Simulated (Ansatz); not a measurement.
The system is MnS.

```
Mn S
1.0
     0.00000    2.47346    2.47346
     2.47346    0.00000    2.47346
     2.47346    2.47346    0.00000
Mn S
1 1
Direct
  0.00000 0.00000 0.00000
  0.75000 0.75000 0.75000
```

The cell is a database's computed one.

Below is the output of Ansatz 0.2.0 for this cell. Logs are shortened: lines on timing, memory, paths and dates and some standing lists are left out, and cuts for length are marked.

```text
Warning: RAYON_NUM_THREADS=2 ignored (pool sized by the plan → 2); use --threads N
LAPW: plane waves up to 9.500 Å⁻¹, error target 1.0e-3 eV per atom; small_component_spin mean_spin; S in spheres of 0.967 Å, 14 of its electrons in bands, Dirac shells []; Mn in spheres of 1.175 Å, 15 of its electrons in bands, Dirac shells [] (how accurate: hamiltonian.pseudopotentials.lapw.basis_error, Limitations)
Engine: ansatz 0.2.0, x86_64-unknown-linux-gnu
Pseudopotentials: kind: all_electron
Pseudopotential: Mn, LAPW, valence charge 15, lapw/all_electron/scalar/gaussian/Mn, Koelling and Harmon's equation, gaussian nucleus
Pseudopotential: S, LAPW, valence charge 14, lapw/all_electron/scalar/gaussian/S, Koelling and Harmon's equation, gaussian nucleus
Functional definition: PBEsol
  exchange = pbesol_x
  correlation = pbesol_c
Crystal: 2 atoms, lattice volume = 30.265 Å³
Basis set: ecut = 343.8349509592126 eV, 411 PW (Γ), exchange–correlation at level 2
Bands: 21, of which v1, the nominal top of the filled ones, is band 15 counted from 1 (14 counted from 0)
Symmetry: 24 space group operations
Space group: F-43m (ITA 216), of the structure as read, at distance tolerance 3.1e-5 Å
Magnetic group: BNS 216.74 (UNI 1576), of the structure as read, at distance tolerance 3.1e-5 Å
k-points: 35 of 729 (time reversal used)
Non-local potential: Mn, projectors of the file, none
Non-local potential: S, projectors of the file, none
Initial density: superposition of atomic densities (chi_scale 0.1, normalization cell, long waves kept (reshape's long-wave potential 0.00 eV rms))
Starting moments: Σ|m| = 4 μB on 1 of 2 sites
Initial wavefunctions: plane waves of lowest kinetic energy (no species holds an atomic orbital)
Functional: x = pbesol(κ = 0.804, μ = 0.12345679012345678), c = pbesol(β = 0.046)
iter 1 solved again at ethr=1.71e-3 eV; its pass at ethr=1.00e-1 eV (dr2=4.96e-1 eV) is discarded
SCF iter   1: F=—  HF=-42344.377359 eV  |F-HF|=—  |Δ(HF+E_count)|=         —  Δρ=5.50e-2 (↑4.26e-2 ↓5.50e-2)  dr2=4.98e-1  dr2_m=5.64e-1  M=2.424 μB ∫|m|=2.517 μB  β_m=0.30  ethr=1.71e-3  ⟨swp⟩=2.0  Hψ=10098  notcnv=0
[... 19 lines left out ...]
SCF iter  15: F=-42344.291722 eV  HF=-42344.291722 eV  |F-HF|=1.46e-11  |Δ(HF+E_count)|=  1.60e-10  Δρ=9.82e-8 (↑6.14e-8 ↓9.82e-8)  dr2=4.63e-12  dr2_m=7.92e-13  M=0.241 μB ∫|m|=0.258 μB  ethr=2.45e-12 (applied; sched 1.00e-12)  ⟨swp⟩=2.0  Hψ=3823  notcnv=0
SCF 1 converged in 15 iterations: F = -42344.291722 eV  dr2 = 4.63e-12
NSCF: frozen V_eff on 57 k-points
SCF converged after 15 iterations
Magnetization: 0.2406 μB (14.6203 up, 14.3797 down)
Absolute magnetization: 0.2585 μB (∫|ρ↑−ρ↓|)
Spin contamination: 0.0036 ħ² per cell (⟨S²⟩ above its minimum at these occupations)
Per-site moments (μB) at R_I (Å): [(0.2295467851868036, 1.1754698942359685), (-0.0034838474575629164, 0.9666122301166353)]
Free energy (F): -42344.291722 eV
Harris-Foulkes:  -42344.291722 eV  (|F-HF|=1.46e-11)
Internal energy: -42344.271811 eV  (E = F + TS)
E sigma→0 (E₀):  -42344.281767 eV
Entropy (-TS):   -0.019911 eV (-9.956 meV/atom)
Fermi energy:    12.286571 eV
--- Per-component energies (eV) ---
  E_band       = -1467.678822
  E_kinetic    = 42783.223566
  E_xc         = -2074.223758
  E_electrostatic = -83053.271618  (all electrons and nuclei)
  E_smearing   = -0.019911  (= −TS)
  E_closure    = 0.000000  (closes the sum)
  E_atoms      = -42329.124486  (free atoms, spherical and without spin; not in F)
  Σ components = -42344.291722   (vs F -42344.291722, Δ=0.00e0)
  Basis errors (estimates in eV, not in F): energy 4.7e-4 per atom: plane waves 4.3e-4 (2.5e-4 summed), levels above the bands 6.3e-92, relativity 1.7e-8, radial functions 4.2e-5, core shells 9.9e-8; eigenvalues (radial functions only) 1.1e-6; not estimated: angular momenta, meshes, grids; target (lapw.basis_error) 1.0e-3; muffin-tin radii S 0.967 Å, Mn 1.175 Å
--- Forces (eV/Å), atoms counted from 1 ---
  atom   1  Mn    -0.00000000     0.00000000     0.00000000
  atom   2  S      0.00000000    -0.00000000     0.00000000
  max |Σ_I F_I| component: 6.94e-18 eV/Å
--- Stress (GPa, compression-positive) ---
       -3.004333       0.000000       0.000000
        0.000000      -3.004333      -0.000000
        0.000000      -0.000000      -3.004333
  P = ⅓ Tr σ = -3.0043 GPa (-30.043 kbar)
--- Band table (eV; the first three rows and the last of 70) ---
  k-point 0 ↑: bands = ["-193.8194", "-138.8801", "-138.8801", "-138.8801", "-66.4315", "-35.3655", "-35.3655", "-35.3655", "-2.9944", "7.5552", "7.5552", "7.5552", "11.3979", "11.3979", "15.9515", "15.9563", "15.9563", "15.9563", "20.0396", "20.0396", "20.0396"]
  k-point 1 ↑: bands = ["-193.8194", "-138.8801", "-138.8801", "-138.8801", "-66.4313", "-35.3686", "-35.3660", "-35.3660", "-2.8647", "7.3058", "7.5992", "7.5992", "11.3649", "11.3649", "15.0819", "15.7798", "15.7798", "16.6766", "20.0111", "20.3069", "20.3069"]
  k-point 2 ↑: bands = ["-193.8194", "-138.8801", "-138.8801", "-138.8801", "-66.4308", "-35.3765", "-35.3672", "-35.3672", "-2.5146", "6.7183", "7.7007", "7.7007", "11.3397", "11.3397", "13.8238", "15.3193", "15.3193", "17.5072", "20.1411", "20.7718", "20.7718"]
  k-point 34 ↓: bands = ["-193.8209", "-138.8821", "-138.8821", "-138.8821", "-66.1946", "-35.1573", "-35.1506", "-35.1451", "-1.2856", "6.3841", "7.0688", "8.1208", "10.5967", "11.4345", "12.3296", "12.8991", "13.7893", "19.2806", "20.9089", "21.5418", "22.7394"]
```

What input gives this log?

Band structure with PBEsol, collinear spin, ferromagnetic start. The files as run (others can give the same):

input.yaml
```yaml
crystal:
  lattice:
    - [0.0, 2.4734634191, 2.4734634191]
    - [2.4734634191, 0.0, 2.4734634191]
    - [2.4734634191, 2.4734634191, 0.0]
  atoms:
    - { symbol: Mn, position: [0.0, 0.0, 0.0], spin: 4.0 }
    - { symbol: S, position: [0.75, 0.75, 0.75] }
kpoints:
  mp_grid: { grid: [9, 9, 9] }
  band_path:
    path:
      - [0.0, 0.0, 0.0]
      - [0.5, 0.0, 0.5]
      - [0.5, 0.25, 0.75]
      - [0.375, 0.375, 0.75]
      - [0.0, 0.0, 0.0]
      - [0.5, 0.5, 0.5]
      - [0.625, 0.25, 0.625]
      - [0.5, 0.25, 0.75]
    npoints: 8
scf:
  occupations: { method: fermi_dirac, width: 0.05 }
hamiltonian:
  xc: pbesol
  pseudopotentials: { kind: all_electron, lapw: { basis_error: 0.001 } }
magnetization:
  spin_polarized: true
output:
  forces: true
  stress: true
  eigenvalues: true
```

Potentials or basis: all-electron LAPW, scalar-relativistic.
Launch:
```bash
$ ansatz run input.yaml --threads 2 --pin off --max-ram 6144MiB --backend cpu --events-out ev --progress --plain --runs-dir out
```

Caveat: the moment fell far below its start of 4 μB, so a state of higher moment may lie lower in energy; semilocal functionals often make such compounds metallic where correlation or magnetic order opens a gap, which also shifts bond lengths; the starting moments weren't kept.
